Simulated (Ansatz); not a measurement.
## Si: phonons with LDA

Crystal: Si.

```
Si
1.0
     0.00000    2.72185    2.72185
     2.72185    0.00000    2.72185
     2.72185    2.72185    0.00000
Si
2
Direct
  0.50000 0.50000 0.50000
  0.75000 0.75000 0.75000
```

| Quantity | Value |
| --- | --- |
| Program | Ansatz 0.2.0 |
| Task | phonons |
| Functional | LDA |
| Potentials or basis | Ansatz PAW |
| Cutoff | 420 eV (not typed: the program's choice for these potentials) |
| k mesh | 6 × 6 × 6 |
| Occupations | fixed |
| Spin | no spin polarisation |

- Band gap on the k mesh: 0.61 eV, indirect (least direct gap 2.52 eV)
- Electronic dielectric tensor (diagonal): 13.37
- Born charges (mean of the diagonal): Si +0.00 e
- Highest phonon frequency at Γ: 503 cm⁻¹
- Static dielectric tensor (diagonal): 13.37

Levels at points of the mesh, in eV from the valence-band top:
```csv
k point,band 2,band 3,band 4,band 5,band 6,band 7
"(0.00, 0.00, 0.00)",0.00,0.00,0.00,2.52,2.52,2.52
"(0.00, 0.00, -0.50)",-6.96,-1.19,-1.19,1.39,3.29,3.29
"(0.00, -0.50, -0.50)",-7.80,-2.84,-2.84,0.61,0.61,9.91
"(-0.50, 0.00, 0.00)",-6.96,-1.19,-1.19,1.39,3.29,3.29
"(-0.50, 0.00, -0.50)",-7.80,-2.84,-2.84,0.61,0.61,9.91
```

Phonon frequencies in cm⁻¹ (negative: imaginary):
```
              q point        frequencies
(0.000, 0.000, 0.000)  0 0 0 503 503 503
```

Electronic dielectric tensor:
```
13.37  0.00  0.00
 0.00 13.37  0.00
 0.00  0.00 13.37
```

Born effective charge tensors (e):
atom 1, Si
```
0.00 0.00 0.00
0.00 0.00 0.00
0.00 0.00 0.00
```
atom 2, Si
```
0.00 0.00 0.00
0.00 0.00 0.00
0.00 0.00 0.00
```

Static dielectric tensor, electrons and zone-centre modes:
```
13.37  0.00  0.00
 0.00 13.37  0.00
 0.00  0.00 13.37
```

It took 9.1 s on 2 threads of Intel(R) Xeon(R) Processor @ 2.70GHz, with other jobs on the host, peak memory 0.4 GiB.

Caveat: the gap is small at this level, which inflates the dielectric constant. A k mesh can miss the band edges.
